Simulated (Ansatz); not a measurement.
## Cr: one input, then a changed one

The geometry is COD entry 9008467, unchecked; take it as a test cell. The listed cell was then made from it by scaling, straining or moving an atom.

First run: DFT, PBE, PAW with Ansatz's default frozen-core files, scalar-relativistic (Ansatz 0.2.0).

Command: `ansatz run input.yaml --threads 1 --pin off --max-ram 3072MiB --backend cpu --events-out ev --progress --plain --runs-dir out` The run took about 10 s on 1 thread of a shared machine.

```yaml
crystal:
  lattice:
    - [0.0, 1.8760875933, 1.8760875933]
    - [1.8760875933, 0.0, 1.8760875933]
    - [1.8760875933, 1.8760875933, 0.0]
  atoms:
    - { symbol: Cr, position: [0.0, 0.0, 0.0], spin: 3.0 }
magnetization:
  spin_polarized: true
kpoints:
  mp_grid: { grid: [19, 19, 19] }
scf:
  occupations: { method: fermi_dirac, width: 0.03 }
hamiltonian:
  xc: pbe
  pseudopotentials: { kind: paw }
output:
  forces: true
  stress: true
  eigenvalues: true
  efg: { contact_densities: true }
  write_density: true
  write_potential: true
  elf: true
  volumetric_format: npy
```

Result: converged; pressure -20.2 GPa; moment 0.00 μB; 13 SCF iterations.

A second input differs as follows:

```diff
@@ -12,4 +12,5 @@
 scf:
   occupations: { method: fermi_dirac, width: 0.03 }
+  max_iter: 80
 hamiltonian:
   xc: pbe
@@ -20,7 +21,4 @@
   eigenvalues: true
   efg: { contact_densities: true }
-  write_density: true
-  write_potential: true
-  elf: true
-  volumetric_format: npy
+total_charge: 6
```

Problem. What is wrong with it, and what does the program do?

Solution. The fault is a charge that the system can't hold (a charged periodic cell is solved on a neutralising background, which makes energy and pressure unphysical). The run converged; pressure 191.9 GPa; moment 0.00 μB; 11 SCF iterations. Such numbers aren't properties of the crystal. The log ends:
```
      191.868689       0.000000      -0.000000
       -0.000000     191.868689       0.000000
       -0.000000      -0.000000     191.868689
  P = ⅓ Tr σ = 191.8687 GPa (1918.687 kbar)
--- PAW observables at the nuclei: V_zz in 10²¹ V/m², potentials from the cell's mean, atoms counted from 1 ---
  atom   1  Cr V_zz =    -0.000000   η = 0.0000   by run symmetry: forbidden
            electrostatic potential = -2838.255724 V   contact ρ = 76381.963814 e/Å³   contact ρ_s (e/Å³): all electrons -0.000001, valence -0.000001
--- Band table (eV; the first three rows and the last of 440) ---
  k-point 0 ↑: bands = ["-73.1577", "-43.1645", "-43.1645", "-43.1645", "2.1199", "2.1199", "2.1199", "2.4772", "2.4772", "16.3165"]
  k-point 1 ↑: bands = ["-73.1568", "-43.1696", "-43.1655", "-43.1655", "2.1182", "2.1268", "2.1268", "2.4677", "2.4677", "16.4074"]
  k-point 2 ↑: bands = ["-73.1541", "-43.1824", "-43.1681", "-43.1681", "2.1156", "2.1473", "2.1473", "2.4589", "2.4589", "16.6810"]
  k-point 219 ↓: bands = ["-73.1100", "-43.2774", "-43.2710", "-43.2278", "2.1684", "2.2246", "2.2733", "2.5588", "2.7435", "28.4002"]
```
